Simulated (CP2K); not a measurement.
Re:

```
Re
1.0
     2.76080    0.00000    0.00000
    -1.38040    2.39092    0.00000
     0.00000    0.00000    4.45820
Re
2
Direct
  0.66667 0.33333 0.75000
  0.33333 0.66667 0.25000
```

Program: CP2K 2026.2. Alike in all runs: potentials or basis POTENTIAL_UZH Re GTH-PBE-q15; TZVP-MOLOPT-PBE-GTH basis; no spin polarisation; cell as given; k mesh 11 × 11 × 6.

Question: Order these runs on this cell by their pressure, lowest first.
A. level PBEsol; smearing fermi-dirac 0.05 eV; points a segment of the path (NPOINTS) 6; bands added on the path 4; CUTOFF of the grids 675 Ry
B. level LDA; smearing fermi-dirac 0.05 eV; points a segment of the path (NPOINTS) 6; bands added on the path 4; CUTOFF of the grids 675 Ry
C. level HLE16; smearing fermi-dirac 0.05 eV; points a segment of the path (NPOINTS) 6; bands added on the path 4; CUTOFF of the grids 675 Ry
D. level PBE; smearing gaussian 0.02 eV; CUTOFF of the grids 450 Ry
E. level r2SCAN; smearing fermi-dirac 0.05 eV; points a segment of the path (NPOINTS) 6; bands added on the path 4; CUTOFF of the grids 675 Ry

Answer: C (-65.7 GPa), B (-8.1 GPa), A (-4.3 GPa), E (-0.3 GPa), D (3.9 GPa).

Caveats: the basis of atomic orbitals isn't converged, which shifts pressures, moduli and gaps; the potentials were made for another functional, which shifts forces and pressure (some runs); the potentials were made for a functional far from this one (some runs); the cell as given lies far from equilibrium (some runs).
